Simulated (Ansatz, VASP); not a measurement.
**V in VASP and in Ansatz**

Contents of INCAR:

```
PREC     = Accurate       # precision mode
ENCUT    = 520            # plane-wave cutoff, eV
EDIFF    = 1E-6           # SCF threshold, eV
ISMEAR   = 0              # smearing method
SIGMA    = 0.15           # smearing width, eV
LREAL    = False          # projectors in reciprocal space
LASPH    = True           # aspherical terms in the spheres
NELM     = 80             # most SCF steps
ALGO     = Fast           # electronic algorithm
ISIF     = 2              # what is computed and relaxed
LWAVE    = False          # write WAVECAR
LCHARG   = False          # write CHGCAR
GGA      = PS             # functional
NBANDS   = 20             # bands
```

The input KPOINTS:

```
regular mesh
0
Gamma
  21 21 10
```

Contents of POSCAR:

```
V
1.0
    2.5261652796      0.0000000000      0.0000000000
   -1.2630826398      2.1877233063      0.0000000000
    0.0000000000      0.0000000000      4.5816359200
V
2
Direct
    0.6666666667      0.3333333333      0.7500000000
    0.3333333333      0.6666666667      0.2500000000
```

Input for Ansatz:

```yaml
crystal:
  lattice:
    - [2.5261652796, 0.0, 0.0]
    - [-1.2630826398, 2.1877233063, 0.0]
    - [0.0, 0.0, 4.58163592]
  atoms:
    - { symbol: V, position: [0.6666666667, 0.3333333333, 0.75] }
    - { symbol: V, position: [0.3333333333, 0.6666666667, 0.25] }
basis:
  ecutwfc: 420
kpoints:
  mp_grid: { grid: [21, 21, 10] }
hamiltonian:
  xc: pbesol
scf:
  occupations: { method: gaussian, width: 0.15 }
output:
  forces: true
  stress: true
  eigenvalues: true
```

Change from the starting cell: strain -0.030 along x and y, -0.030 along z, atoms carried along.

Alike in both runs: task single point; functional PBEsol; k mesh 21 × 21 × 10; occupations gaussian, width 0.15 eV; no spin polarisation.

|  | VASP | Ansatz |
| --- | --- | --- |
| version | VASP 6.6.1 | Ansatz 0.2.0 |
| potentials or method | VASP PAW PBE potentials, release 64 (V_sv) | scalar-relativistic, plane waves, PAW |
| plane-wave cutoff (eV) | 520 | 420 |
| valence electrons in the cell | 26 | 26 |

```csv
,VASP,Ansatz,Ansatz less VASP
gap on the k mesh at the Fermi level (eV),none,none,-
pressure (GPa),10.7,10.4,-0.24
largest component of the traceless stress (GPa),0.78,0.81,+0.030
```

A gap of «none» marks a metal or a gap that the smearing closes.

Caveats: the PAW data sets were made with another functional, which shifts forces and pressure a little (VASP).
